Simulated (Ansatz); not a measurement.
# HfO2 (P2_1/c) in Ansatz: settings compared

The runs below take HfO2 through band structure, with r2SCAN, SVWN5, PBE.

Everything below comes from runs of Ansatz 0.2.0. Logs are shortened: lines on timing, memory, paths and dates and some standing lists are left out, and cuts for length are marked.

**What was measured.**

From “Temperature dependence of self-trapped exciton luminescence in nanostructured hafnia powder”, 2021, arxiv:2112.02602, for a bulk crystal of HfO2: band gap 5.54 eV (indirect).

How close the calculation comes is told below.

## Step 1: The crystal as given

It takes space group P2_1/c (No. 14, monoclinic). The conventional cell has a = 5.118 Å, b = 5.186 Å, c = 5.284 Å, α = 90.00°, β = 99.35°, γ = 90.00°. Hf (site symmetry 1) has 7 O at 2.03 to 2.25 Å as nearest neighbours. O (site symmetry 1) is surrounded by 3 Hf at 2.03 to 2.12 Å. O (site symmetry 1) has 4 Hf at 2.14 to 2.25 Å as nearest neighbours.

## Step 2: Band structure, r2SCAN

File input.yaml:

```yaml
crystal:
  lattice:
    - [5.118, 0.0, 0.0]
    - [0.0, 5.1857, 0.0]
    - [-0.8586630598, 0.0, 5.2138671406]
  atoms:
    - { symbol: Hf, position: [0.2755, 0.4603, 0.708] }
    - { symbol: Hf, position: [0.7245, 0.9603, 0.792] }
    - { symbol: Hf, position: [0.7245, 0.5397, 0.292] }
    - { symbol: Hf, position: [0.2755, 0.0397, 0.208] }
    - { symbol: O, position: [0.0742, 0.1684, 0.8467] }
    - { symbol: O, position: [0.9258, 0.6684, 0.6533] }
    - { symbol: O, position: [0.9258, 0.8316, 0.1533] }
    - { symbol: O, position: [0.0742, 0.3316, 0.3467] }
    - { symbol: O, position: [0.4487, 0.7419, 0.9801] }
    - { symbol: O, position: [0.5513, 0.2419, 0.5199] }
    - { symbol: O, position: [0.5513, 0.2581, 0.0199] }
    - { symbol: O, position: [0.4487, 0.7581, 0.4801] }
hamiltonian:
  xc: r2scan
  pseudopotentials: { kind: paw }
kpoints:
  mp_grid: { grid: [5, 5, 5] }
  band_path:
    path:
      - [[0.0, 0.0, 0.0], [0.0, 0.0, 0.5], [-0.4327310173, 0.0, 0.5726006525], [-0.5, 0.0, 0.5], [-0.5, 0.5, 0.5], [-0.5672689827, 0.5, 0.4273993475], [-0.5, 0.5, 0.0], [-0.5, 0.0, 0.0], [-0.5672689827, 0.0, 0.4273993475]]
      - [[-0.4327310173, 0.5, 0.5726006525], [0.0, 0.5, 0.5], [0.0, 0.5, 0.0]]
      - [[0.0, 0.0, 0.5], [0.0, 0.5, 0.5]]
    npoints: 10
scf:
  occupations: { method: fermi_dirac, width: 0.05 }
  n_extra_bands: 30
output:
  forces: true
  stress: true
  eigenvalues: true
  fatbands: false
  write_density: true
  write_potential: true
  elf: true
  volumetric_format: npy
```

Potentials or basis: Ansatz PAW.

On the command line:

```console
$ ansatz run input.yaml --threads 2 --pin off --max-ram 5120MiB --backend cpu --events-out ev --progress --plain --runs-dir out
```

Standard output:

```text
Warning: RAYON_NUM_THREADS=2 ignored (pool sized by the plan → 2); use --threads N
scf.n_extra_bands = 30 over 76 filled bands (N_el = 152.0): the run solves 106 bands
Engine: ansatz 0.2.0, x86_64-unknown-linux-gnu
Pseudopotentials: kind: paw
Pseudopotential: Hf, paw, valence charge 26, recommended cutoff 500 eV (meta_gga), Hf.paw.azcp
Pseudopotential: O, paw, valence charge 6, recommended cutoff 500 eV (meta_gga), O.paw.azcp
Functional definition: r2SCAN
  parameter k0 = 0.174
  parameter k1 = 0.065
  parameter a1 = 4.9479
  exchange = r2scan_x(k0 = k0, k1 = k1, a1 = a1)
  correlation = r2scan_c
Crystal: 12 atoms, lattice volume = 138.378 Å³
Basis set: ecut = 500 eV, 3541 PW (Γ), exchange–correlation on 160×160×160 points (64 copies of the dense FFT grid, shifted against one another)
Bands: 106, of which v1, the nominal top of the filled ones, is band 76 counted from 1 (75 counted from 0)
Symmetry: 4 space group operations
Space group: P21/c (ITA 14), of the structure as read, at distance tolerance 5.2e-5 Å
k-points: 39 of 125
Non-local potential: Hf, projectors of the file, l = 0: 3, l = 1: 2, l = 2: 2, l = 3: 3
Non-local potential: O, projectors of the file, l = 0: 2, l = 1: 2, l = 2: 1
PAW form: soft (Blöchl's): semilocal exchange-correlation on the pseudo side does not see the compensation charge
PAW frozen core: Hf, regenerated for the run's functional (the file was generated under x = pbe(κ = 0.804, μ = 0.2195149727645171), c = pbe(β = 0.06672455060314922))
PAW frozen core: O, regenerated for the run's functional (the file was generated under x = pbe(κ = 0.804, μ = 0.2195149727645171), c = pbe(β = 0.06672455060314922))
PAW one-centre angular grid: Hf, 974 points (default); XC on 160 Gauss nodes
PAW one-centre angular grid: O, 302 points (default); XC on 160 Gauss nodes
Initial density: superposition of atomic densities (neutral atoms: chi_scale 0, normalization atom), corrected by the library's trained network
Initial wavefunctions: pseudopotential atomic-orbital guess
Functional: x = r2scan, c = r2scan; τ floored in thin density (d = 2e-4 eV/Å³)
SCF iter   1: F=—  HF=-67505.510103 eV  |F-HF|=—  |Δ(HF+E_count)|=         —  Δρ=1.06e-2  dr2=1.22e-1  dr2_τ=8.24e-1  ethr=1.77e-3  ⟨swp⟩=5.7  Hψ=13960  notcnv=0  defer=468
preconditioner: auto → Resta (q_TF=auto, 2.771 Å⁻¹)  ε∞=4.0  [insulator: Δε(μ)=4.882 eV  Ē_g=21.901 eV  σ=0.050 eV  W_gap=1.00  n_scr=52 (ndim 8)  ℏωp=37.9 eV  f_vac=0.076  D(μ)=0.00/eV (n_scr^D=0)  ε∞_Penn≈4.0]
SCF iter   2: F=—  HF=-67505.711690 eV  |F-HF|=—  |Δ(HF+E_count)|=   2.02e-1  Δρ=5.48e-3  dr2=2.92e-2  dr2_τ=5.32e-3  ethr=8.04e-5  ⟨swp⟩=2.0  Hψ=7964  notcnv=0  defer=928
SCF iter   3: F=—  HF=-67505.709593 eV  |F-HF|=—  |Δ(HF+E_count)|=   2.10e-3  Δρ=3.40e-3  dr2=6.45e-3  dr2_τ=1.56e-3  ethr=1.92e-5  ⟨swp⟩=2.0  Hψ=5139  notcnv=0  defer=928
SCF iter   4: F=—  HF=-67505.709897 eV  |F-HF|=—  |Δ(HF+E_count)|=   3.05e-4  Δρ=8.47e-4  dr2=7.17e-4  dr2_τ=1.45e-4  ethr=4.25e-6  ⟨swp⟩=2.0  Hψ=4298  notcnv=0  defer=928
SCF iter   5: F=—  HF=-67505.709959 eV  |F-HF|=—  |Δ(HF+E_count)|=   6.16e-5  Δρ=1.77e-4  dr2=1.98e-5  dr2_τ=5.03e-6  ethr=4.72e-7  ⟨swp⟩=2.0  Hψ=6014  notcnv=0  defer=928
SCF iter   6: F=—  HF=-67505.709970 eV  |F-HF|=—  |Δ(HF+E_count)|=   1.09e-5  Δρ=7.93e-5  dr2=7.39e-6  dr2_τ=1.22e-6  ethr=1.30e-8  ⟨swp⟩=2.0  Hψ=5960  notcnv=0  defer=928
SCF iter   7: F=—  HF=-67505.709969 eV  |F-HF|=—  |Δ(HF+E_count)|=   6.25e-7  Δρ=1.44e-5  dr2=2.61e-7  dr2_τ=4.08e-8  ethr=4.86e-9  ⟨swp⟩=2.0  Hψ=5546  notcnv=0  defer=928
SCF iter   8: F=-67505.709969 eV  HF=-67505.709969 eV  |F-HF|=3.44e-8  |Δ(HF+E_count)|=   4.09e-8  Δρ=7.49e-6  dr2=7.57e-8  dr2_τ=7.68e-9  ethr=6.58e-11  ⟨swp⟩=13.8  Hψ=29973  notcnv=0
SCF 1 converged in 8 iterations: F = -67505.709969 eV  dr2 = 7.57e-8
NSCF: frozen V_eff on 113 k-points
SCF converged after 8 iterations
Free energy (F): -67505.709969 eV
Harris-Foulkes:  -67505.709969 eV  (|F-HF|=3.44e-8)
Internal energy: -67505.709969 eV  (E = F + TS)
E sigma→0 (E₀):  -67505.709969 eV
Fermi energy:    16.091484 eV
--- Per-component energies (eV) ---
  E_band       = -101.835926
  E_kinetic    = 3100.055078
  E_local      = -24603.504491  (includes V_loc(G=0)·N_el)
  E_nonlocal   = -4608.693000
  E_hartree    = 11262.465577
  E_xc         = -1723.958250
  E_vxc        = -2021.478017  (∫ρ·V_xc dr)
  E_paw        = -29087.751937  (= ΣΔE_a)
  E_vpaw       = 5395.927909  (= ΣTr[D̂ρ^β])
  E_aug_tail   = 0.008346  (compensation charges beyond the density's cutoff)
  E_vtau       = 110.912450  (kinetic-family band-sum trace: ∫τ·v_τ [+ j·A + Jᵃ·Aᵃ] dr)
  E_ewald      = -21845.361851
  E_core_change = 1.030560  (= ΣΔE_core)
  E_smearing   = -0.000000  (= −TS)
  E_closure    = -0.000000  (closes the sum)
  Σ components = -67505.709969   (vs F -67505.709969, Δ=0.00e0)
--- Forces (eV/Å), atoms counted from 1 ---
  atom   1  Hf     0.14265245    -0.00297248     0.04718654
  atom   2  Hf    -0.14265245    -0.00297248    -0.04718654
  atom   3  Hf    -0.14265245     0.00297248    -0.04718654
  atom   4  Hf     0.14265245     0.00297248     0.04718654
  atom   5  O     -0.40418458    -0.18918560    -0.11683227
  atom   6  O      0.40418458    -0.18918560     0.11683227
  atom   7  O      0.40418458     0.18918560     0.11683227
  atom   8  O     -0.40418458     0.18918560    -0.11683227
  atom   9  O     -0.10341780     0.03960749    -0.09106860
  atom  10  O      0.10341780     0.03960749     0.09106860
  atom  11  O      0.10341780    -0.03960749     0.09106860
  atom  12  O     -0.10341780    -0.03960749    -0.09106860
  max |Σ_I F_I| component: 1.39e-17 eV/Å
--- Stress (GPa, compression-positive) ---
        0.310397       0.000000       0.349144
        0.000000      -0.436375       0.000000
        0.349137       0.000000       1.106352
  P = ⅓ Tr σ = 0.3268 GPa (3.268 kbar)
--- Band table (eV; the first three rows and the last of 39) ---
  k-point 0: bands = ["-48.1547", "-48.1343", "-48.1308", "-48.1301", "-16.5867", "-16.5578", "-16.5317", "-16.3289", "-16.2525", "-16.2074", "-16.1901", "-16.1498", "-16.1169", "-16.1158", "-16.0591", "-16.0072", "-5.3240", "-4.0211", "-3.8598", "-3.8538", "-3.3457", "-3.3350", "-3.2241", "-3.0999", "3.4786", "3.4900", "3.4909", "3.4910", "3.4958", "3.5027", "3.5091", "3.5112", "3.5138", "3.5164", "3.5169", "3.5221", "3.5226", "3.5235", "3.5283", "3.5311", "3.5347", "3.5372", "3.5398", "3.5416", "3.5416", "3.5522", "3.5543", "3.5640", "3.5690", "3.5825", "3.5915", "3.6255", "8.2481", "8.3453", "8.8652", "9.0268", "9.1322", "9.5050", "10.3100", "10.5834", "10.7351", "10.9380", "11.0005", "11.1290", "11.7235", "11.8198", "11.9123", "11.9128", "12.1327", "12.5941", "12.6726", "12.7420", "13.2260", "13.2356", "13.5818", "13.7337", "18.8161", "19.4117", "19.5608", "19.8045", "19.9759", "20.2211", "20.6563", "20.6569", "20.8938", "21.0027", "21.6340", "21.6722", "21.8814", "22.2784", "22.8075", "23.2405", "23.3909", "23.7401", "24.5693", "24.7344", "25.3875", "26.9318", "26.9459", "27.0131", "28.0873", "28.3179", "29.1356", "29.1848", "29.2137", "29.6680"]
  k-point 1: bands = ["-48.1527", "-48.1358", "-48.1308", "-48.1306", "-16.5590", "-16.5163", "-16.5110", "-16.3539", "-16.2804", "-16.1973", "-16.1882", "-16.1713", "-16.1198", "-16.1079", "-16.0656", "-16.0455", "-5.1678", "-3.9762", "-3.9018", "-3.8459", "-3.4418", "-3.3407", "-3.2848", "-3.1294", "3.4773", "3.4853", "3.4908", "3.4943", "3.4945", "3.5034", "3.5098", "3.5123", "3.5146", "3.5159", "3.5184", "3.5194", "3.5214", "3.5266", "3.5275", "3.5304", "3.5350", "3.5363", "3.5383", "3.5430", "3.5458", "3.5475", "3.5592", "3.5616", "3.5695", "3.5819", "3.5889", "3.6164", "8.3634", "8.5505", "9.0917", "9.1230", "9.3213", "9.5952", "10.1372", "10.4704", "10.5448", "10.8398", "11.0811", "11.2142", "11.4772", "11.6874", "11.9001", "12.0876", "12.1869", "12.3637", "12.4923", "12.8957", "12.9492", "13.1834", "13.4577", "13.5955", "18.8728", "19.3105", "19.4022", "19.8893", "20.1947", "20.2423", "20.8027", "20.8532", "21.0682", "21.1531", "21.3890", "21.7056", "22.1703", "22.3900", "22.6623", "23.3166", "23.3852", "23.8236", "24.3582", "24.7584", "25.2353", "26.0433", "27.0931", "27.4608", "28.3164", "28.3342", "28.8923", "29.2489", "29.2778", "29.9137"]
  k-point 2: bands = ["-48.1473", "-48.1407", "-48.1310", "-48.1309", "-16.4833", "-16.4614", "-16.4285", "-16.3854", "-16.3659", "-16.2587", "-16.1683", "-16.1602", "-16.1376", "-16.1121", "-16.0938", "-16.0809", "-4.7553", "-4.2448", "-3.8730", "-3.8190", "-3.4536", "-3.4026", "-3.3517", "-3.2288", "3.4759", "3.4784", "3.4933", "3.4944", "3.4978", "3.5051", "3.5079", "3.5099", "3.5122", "3.5162", "3.5170", "3.5214", "3.5242", "3.5254", "3.5274", "3.5287", "3.5323", "3.5366", "3.5372", "3.5396", "3.5517", "3.5546", "3.5626", "3.5675", "3.5723", "3.5784", "3.5827", "3.5938", "8.7161", "9.0913", "9.1132", "9.4013", "9.7129", "9.8488", "10.0072", "10.0830", "10.2141", "10.8592", "11.0199", "11.1046", "11.2513", "11.5740", "11.5822", "12.0657", "12.0776", "12.3051", "12.4635", "12.7867", "13.0052", "13.0596", "13.1658", "13.3504", "18.9881", "19.1285", "19.4624", "19.6371", "20.3744", "20.4677", "20.9973", "21.0323", "21.1271", "21.1999", "21.8645", "21.9366", "22.1187", "22.4940", "23.0339", "23.3071", "23.3864", "23.8334", "24.0528", "24.6243", "25.0206", "25.0597", "27.4296", "27.9216", "28.3068", "28.5146", "28.5808", "28.9933", "29.7982", "30.3111"]
  k-point 38: bands = ["-48.1441", "-48.1407", "-48.1332", "-48.1318", "-16.5485", "-16.5202", "-16.4710", "-16.4274", "-16.2953", "-16.2300", "-16.1718", "-16.1399", "-16.1142", "-16.1042", "-16.0659", "-16.0474", "-4.5775", "-4.3017", "-3.9484", "-3.9081", "-3.4986", "-3.4301", "-3.2337", "-3.2217", "3.4830", "3.4894", "3.4931", "3.4965", "3.4981", "3.5038", "3.5062", "3.5113", "3.5123", "3.5178", "3.5186", "3.5204", "3.5232", "3.5249", "3.5294", "3.5317", "3.5340", "3.5347", "3.5386", "3.5396", "3.5485", "3.5494", "3.5528", "3.5570", "3.5651", "3.5691", "3.5837", "3.5990", "8.9264", "9.1540", "9.3020", "9.4802", "9.6057", "9.7011", "9.8639", "9.9834", "10.4989", "10.8434", "11.0184", "11.2608", "11.3720", "11.4771", "11.8746", "12.0889", "12.1562", "12.4308", "12.5127", "12.5516", "12.7732", "12.8366", "12.9432", "13.1179", "18.9457", "19.0879", "19.5048", "19.7460", "20.1262", "20.1904", "20.5085", "20.6700", "20.8419", "21.1529", "21.7279", "21.9892", "22.3695", "22.4960", "23.0803", "23.6239", "23.8252", "24.2520", "24.4026", "24.8640", "25.2565", "25.7401", "25.9696", "26.4695", "27.3537", "27.6020", "28.1791", "28.5778", "30.5662", "30.7201"]
```

It took 25 s on 2 threads of AMD EPYC 9B45 (Zen 5), shared host; peak memory 1.6 GiB.

Results:

```yaml
Free_energy: -67505.7100 eV
Pressure: 0.3 GPa
Largest_force: 0.461 eV/Å
Band_gap_on_the_k_mesh: 4.72 eV, indirect (least direct gap 4.77 eV)
Band_gap_along_the_path: 4.66 eV, indirect (least direct gap 4.73 eV)
```

Forces on the atoms (eV/Å):
```
Hf   0.143 -0.003  0.047
Hf  -0.143 -0.003 -0.047
Hf  -0.143  0.003 -0.047
Hf   0.143  0.003  0.047
O   -0.404 -0.189 -0.117
O    0.404 -0.189  0.117
O    0.404  0.189  0.117
O   -0.404  0.189 -0.117
O   -0.103  0.040 -0.091
O    0.103  0.040  0.091
O    0.103 -0.040  0.091
O   -0.103 -0.040 -0.091
```

Stress tensor (GPa, compression positive):
```
 0.31  0.00  0.35
 0.00 -0.44  0.00
 0.35  0.00  1.11
```

Levels at the corners of the path, in eV from the valence-band top:
| point | band 74 | band 75 | band 76 | band 77 | band 78 | band 79 |
| --- | --- | --- | --- | --- | --- | --- |
| Γ | -0.50 | -0.15 | 0.00 | 5.08 | 5.68 | 5.83 |
| Y | -0.82 | -0.48 | -0.48 | 5.32 | 5.32 | 5.80 |
| H | -0.73 | -0.65 | -0.35 | 4.88 | 5.09 | 6.01 |
| C | -0.95 | -0.50 | -0.50 | 4.97 | 4.97 | 6.11 |
| E | -1.03 | -0.73 | -0.73 | 5.14 | 5.14 | 5.86 |
| M1 | -1.01 | -0.70 | -0.70 | 5.16 | 5.16 | 5.89 |
| A | -0.88 | -0.58 | -0.58 | 5.36 | 5.36 | 5.84 |
| X | -0.54 | -0.48 | -0.09 | 4.66 | 5.72 | 5.81 |
| H1 | -0.73 | -0.65 | -0.35 | 4.88 | 5.09 | 6.01 |
| M | -1.01 | -0.70 | -0.70 | 5.16 | 5.16 | 5.89 |
| D | -0.92 | -0.61 | -0.61 | 5.52 | 5.52 | 5.68 |
| Z | -0.79 | -0.42 | -0.42 | 5.65 | 5.65 | 6.15 |
| Y | -0.82 | -0.48 | -0.48 | 5.32 | 5.32 | 5.80 |
| D | -0.92 | -0.61 | -0.61 | 5.52 | 5.52 | 5.68 |

Caveat: the k mesh misses the band edges, so the gap on the mesh is wider than the one along the path; spin-orbit coupling is left out, which moves the levels of the heavy elements; the PAW data sets come from PBE, with cores solved anew for the run's functional, which leaves a small shift of forces and pressure.

(Part 1 of 2 ends here.)
